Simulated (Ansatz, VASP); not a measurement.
One calculation of CdS (Greenockite), two programs

```
CELL_PARAMETERS angstrom
4.23139 0.00000 0.00000
-2.11570 3.66449 0.00000
0.00000 0.00000 6.86913
ATOMIC_POSITIONS crystal
Cd 0.66667 0.33333 0.50000
Cd 0.33333 0.66667 0.00000
S 0.66667 0.33333 0.87500
S 0.33333 0.66667 0.37500
```

Change from the starting cell: volume scaled by 1.06.

Alike in both runs: task single point; functional PBE; k mesh 7 × 7 × 4; occupations fermi-dirac, width 0.05 eV; no spin polarisation.

|  | VASP | Ansatz |
| --- | --- | --- |
| version | VASP 6.6.1 | Ansatz 0.2.0 |
| potentials or method | VASP PAW PBE potentials, release 64 (Cd, S) | Ansatz PAW |
| plane-wave cutoff (eV) | 520 | 420 |
| valence electrons in the cell | 36 | 52 |

Ansatz gave:

| Property | Result |
| --- | --- |
| gap on the k mesh at the Fermi level (eV) | 1.06 |
| least direct gap on the mesh (eV) | 1.06 |
| pressure (GPa) | -1.1 |
| largest component of the traceless stress (GPa) | 0.31 |
| rms of the force components (eV/Å) | 0.033 |

Problem. What did VASP give for the same quantities?

Solution. gap on the k mesh at the Fermi level (eV): 1.06; least direct gap on the mesh (eV): 1.06; pressure (GPa): -0.9; largest component of the traceless stress (GPa): 0.32; rms of the force components (eV/Å): 0.033.

Atom by atom the forces differ by 0.001 eV/Å (rms over components). The functional is the same, so the differences come from potentials, cutoffs and numerics. The two sets of potentials don't hold the same shells in valence.

Caveats: odd divisions of the mesh miss points on the zone boundary, where band edges often lie, so the gap on the mesh can be too wide (Ansatz).
